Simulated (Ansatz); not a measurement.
## Response to strain in ZnTe

Take ZnTe in the zinc blende structure (space group F-43m, No. 216; a = 6.179 Å) as the base. Axes: x, y, z lie along the cube axes.

Strains are applied to the cell and any free atomic positions relax; under biaxial strain the out-of-plane vector relaxes too.

Level of theory: Kohn–Sham DFT with the PBE functional, run in Ansatz (a program for electronic structure) with PAW and 420 eV plane waves, no spin-orbit coupling, earlier PAW set.

Candidates:
(a) isotropic strain −2.09 %
(b) isotropic strain −1.97 %
(c) biaxial strain −1.76 %, plane normal [110], relaxed out of plane
(d) uniaxial strain ε_zz = +4.85 %
(e) uniaxial strain ε_yy = −5.43 %

Notes on the quantities. energy relative to the base: free energy F.

Order them by energy relative to the base, lowest first.

(c) biaxial strain −1.76 %, plane normal [110], relaxed out of plane (+5.1 meV/atom), (d) uniaxial strain ε_zz = +4.85 % (+13 meV/atom), (b) isotropic strain −1.97 % (+15 meV/atom), (a) isotropic strain −2.09 % (+17 meV/atom), (e) uniaxial strain ε_yy = −5.43 % (+18 meV/atom)

Stability against distortions was not tested.
